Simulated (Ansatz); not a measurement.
Al3Cu2: random displacements

Computed with DFT PBEsol, scalar-relativistic, plane waves, PAW in Ansatz. Settings: plane waves to 420 eV, k-mesh 12×12×10 (Γ-centred), Gaussian smearing 0.15 eV. No spin polarisation. Energies are free energies at this smearing, counted from the undisturbed cell; pressure is positive in compression.

The undisturbed cell (relaxed at this level; it needn't be the usual structure):

```yaml
crystal:
  lattice:
    - [4.09859, 0.00000, 0.00000]
    - [-2.04929, 3.54948, 0.00000]
    - [0.00000, 0.00000, 4.98210]
  atoms:
    - { symbol: Al, position: [0.00000, 0.00000, 0.00000] }
    - { symbol: Al, position: [0.33333, 0.66667, 0.35151] }
    - { symbol: Al, position: [0.66667, 0.33333, 0.64849] }
    - { symbol: Cu, position: [0.33333, 0.66667, 0.84229] }
    - { symbol: Cu, position: [0.66667, 0.33333, 0.15771] }
```

After a displacement of all atoms with no net shift and a strain of the cell, the run gives ΔE = 43.2 meV/atom; stress (xx, yy, zz, yz, xz, xy; compression positive) (3.58, 3.17, 4.65, -3.65, -2.38, 2.22) GPa.

```
atom Fx (eV/Å) Fy Fz
 Al1      0.191  -0.765  -0.135
 Al2     -0.265   0.026   0.311
 Al3     -0.250  -0.047   0.742
 Cu4      0.285   0.438  -0.608
 Cu5      0.038   0.349  -0.309
```

Question: Which displacements (Å, in the unstrained cell) and strain were applied?

Answer:
| atom | ux | uy | uz |
| --- | --- | --- | --- |
| Al1 | -0.03 | 0.06 | 0.02 |
| Al2 | 0.07 | 0.03 | 0.00 |
| Al3 | 0.03 | -0.05 | -0.08 |
| Cu4 | -0.07 | -0.05 | 0.07 |
| Cu5 | -0.01 | 0.02 | -0.01 |
Strain (Voigt, engineering shear): (-0.0238, 0.0197, -0.0107, 0.0833, 0.0390, -0.0393).

Cost: 1 run of about 0.96 core-minutes, on AMD EPYC 9R45 (Zen 5) (shared hosts).